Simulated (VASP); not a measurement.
Crystal: Si.

```
Si
1.0
     2.62054    0.00000    0.00000
    -1.31027    2.26946    0.00000
     0.00000    0.00000    2.46635
Si
1
Cartesian
  0.0000 0.0000 0.0000
```

This isn't the form of Si at room conditions, which is diamond.

- Program: VASP 6.6.1
- Task: relaxation of cell and atoms
- Functional: HSEsol
- Potentials or basis: VASP PAW PBE potentials, release 64 (Si)
- Cutoff: 600 eV
- k mesh: 6 × 6 × 6
- Occupations: fermi-dirac, width 0.05 eV
- Spin: no spin polarisation

At the start: pressure 0.8 GPa; volume 14.67 Å³/atom.

Task: Where does the relaxation end?

Result: Over 5 steps the energy falls by 3.5 meV/atom and the volume is 14.78 Å³/atom (+0.8 %); space group P6/mmm (No. 191, to 0.05 Å).

The path:
```
step  energy change (eV)  largest force (eV/Å)  pressure (GPa)  volume (Å³)
   1              0.0000                0.0000            0.85        14.67
   2             -0.0012                0.0000           -0.51        14.83
   3             -0.0035                0.0000            0.09        14.76
   4             -0.0035                0.0000            0.13        14.76
   5             -0.0035                0.0000            0.01        14.78
```

Final structure:
```cif
data_structure
_symmetry_space_group_name_H-M 'P 1'
_symmetry_Int_Tables_number 1
_cell_length_a 2.6142
_cell_length_b 2.6142
_cell_length_c 2.4973
_cell_angle_alpha 90.000
_cell_angle_beta 90.000
_cell_angle_gamma 120.000
_cell_volume 14.78
loop_
_atom_site_label
_atom_site_type_symbol
_atom_site_fract_x
_atom_site_fract_y
_atom_site_fract_z
_atom_site_occupancy
Si1 Si 0.00000 0.00000 0.00000 1
```

Caveat: the k mesh is coarse (spacing up to 0.46 Å⁻¹), so the values aren't converged, least of all with exact exchange; the PAW data sets were made with another functional, which shifts forces and pressure a little.
